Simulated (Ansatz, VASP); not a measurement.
One calculation of BAs2, two programs

```
B As
1.0
    -3.05411    3.05411    2.84720
     3.05411   -3.05411    2.84720
     3.05411    3.05411   -2.84720
B As
2 4
Direct
  0.77761 0.77761 0.00000
  0.22239 0.22239 0.00000
  0.00000 0.74458 0.74458
  0.00000 0.25542 0.25542
  0.74458 0.00000 0.74458
  0.25542 0.00000 0.25542
```

Alike in both runs: task single point; functional PBE; k mesh 4 × 4 × 4; occupations gaussian, width 0.1 eV; no spin polarisation.

|  | VASP | Ansatz |
| --- | --- | --- |
| version | VASP 6.6.1 | Ansatz 0.2.0 |
| potentials or method | VASP PAW PBE potentials, release 64 (B, As) | scalar-relativistic, plane waves, PAW |
| plane-wave cutoff (eV) | 520 | 420 |
| valence electrons in the cell | 26 | 66 |

VASP gave:

| Quantity | Value |
| --- | --- |
| gap on the k mesh at the Fermi level (eV) | none |
| rms of the force components (eV/Å) | 4.276 |

Question: What did Ansatz give for the same quantities?

Answer: gap on the k mesh at the Fermi level (eV): none; rms of the force components (eV/Å): 4.051.

Atom by atom the forces differ by 0.225 eV/Å (rms over components). A gap of «none» marks a metal or a gap that the smearing closes. The two sets of potentials don't hold the same shells in valence.

Caveats: the k mesh is coarse (spacing up to 0.38 Å⁻¹), so the values aren't converged; forces of over 1 eV/Å show positions far from the minimum, so gaps and moduli don't describe the material at rest.
